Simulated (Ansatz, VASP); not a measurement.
# One calculation of Si, two programs

```
Si
1.0
    -3.32544    3.32544    1.92239
     3.32544   -3.32544    1.92239
     3.32544    3.32544   -1.92239
Si
4
Cartesian
  1.1892 1.1892 0.0000
  2.1363 2.1363 1.9224
  2.1363 -2.1363 1.9224
  -2.1363 2.1363 1.9224
```

This isn't the form of Si at room conditions, which is diamond.

Alike in both runs: task single point; functional PBE; k mesh 12 × 12 × 12; occupations gaussian, width 0.03 eV; no spin polarisation.

|  | VASP | Ansatz |
| --- | --- | --- |
| version | VASP 6.6.1 | Ansatz 0.2.0 |
| potentials or method | VASP PAW PBE potentials, release 64 (Si) | scalar-relativistic, plane waves, PAW |
| plane-wave cutoff (eV) | 520 | 420 |
| valence electrons in the cell | 16 | 16 |

```csv
,VASP,Ansatz,Ansatz less VASP
gap on the k mesh at the Fermi level (eV),0.26,0.26,-0.002
least direct gap on the mesh (eV),0.39,0.39,-0.001
pressure (GPa),1.3,1.4,+0.08
rms of the force components (eV/Å),0.005,0.005,0.0000
```

Atom by atom the forces differ by 0.000 eV/Å (rms over components).

A k mesh can miss the band edges. As with any semilocal functional, this PBE gap is likely too small.
